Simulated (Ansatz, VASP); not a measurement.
# CdS (Hawleyite): VASP beside Ansatz

INCAR

```
  PREC = Accurate
  ENCUT = 520
  EDIFF = 1E-6
  ISMEAR = 0
  SIGMA = 0.01
  LREAL = False
  LASPH = True
  NELM = 100
  ALGO = Normal
  ISIF = 2
  LWAVE = False
  LCHARG = False
  GGA = CA
  NBANDS = 16
```

The input KPOINTS:

```
regular mesh
0
Gamma
  8 8 8
```

POSCAR

```
CdS
1.0
    2.8494796924      2.8494796924      0.0000000000
   -2.8494796924      2.8494796924      0.0000000000
    0.0000000000      2.8494796924      2.9209795767
Cd S
1 1
Direct
    0.0000000000      0.0000000000      0.0000000000
    0.7500000000      0.2500000000      0.5000000000
```

Input for Ansatz:

```yaml
crystal:
  lattice:
    - [2.84947969239, 2.84947969239, 0.0]
    - [-2.84947969239, 2.84947969239, 0.0]
    - [0.0, 2.84947969239, 2.92097957674]
  atoms:
    - { symbol: Cd, position: [0.0, 0.0, 0.0] }
    - { symbol: S, position: [0.75, 0.25, 0.5] }
kpoints:
  mp_grid: { grid: [8, 8, 8] }
scf:
  occupations: { method: fixed }
  convergence: { dr2_threshold: 1.0e-10 }
hamiltonian:
  xc: lda
  pseudopotentials: { kind: all_electron, lapw: { basis_error: 0.0005 } }
output:
  forces: true
  stress: true
  eigenstates:
    kpoints:
      - [0.0, 0.0, 0.0]
      - [-0.5, -0.5, -0.5]
      - [-0.5, 0.5, 0.0]
      - [0.0, 0.0, -0.5]
      - [0.0, -0.5, -0.5]
      - [0.0, 0.5, 0.0]
      - [-0.5, 0.0, 0.0]
      - [-0.5, 0.0, -0.5]
  eigenvalues: true
```

Change from the starting cell: film at in-plane strain -0.01.

Alike in both runs: task single point; functional LDA; k mesh 8 × 8 × 8; no spin polarisation.

```csv
,VASP,Ansatz
version,VASP 6.6.1,Ansatz 0.2.0
potentials or method,"VASP PAW LDA potentials, release 64 (Cd, S)","all-electron LAPW, scalar-relativistic"
plane-wave cutoff (eV),520,see its input
occupations,"gaussian, width 0.01 eV",fixed
```

|  | VASP | Ansatz | Ansatz less VASP |
| --- | --- | --- | --- |
| gap on the k mesh at the Fermi level (eV) | 0.96 | 0.93 | -0.033 |
| pressure (GPa) | 0.9 | 0.4 | -0.54 |
| largest component of the traceless stress (GPa) | 0.34 | 0.35 | +0.011 |

Ansatz ran all-electron here, so the differences hold the error of VASP's frozen core and of both bases.
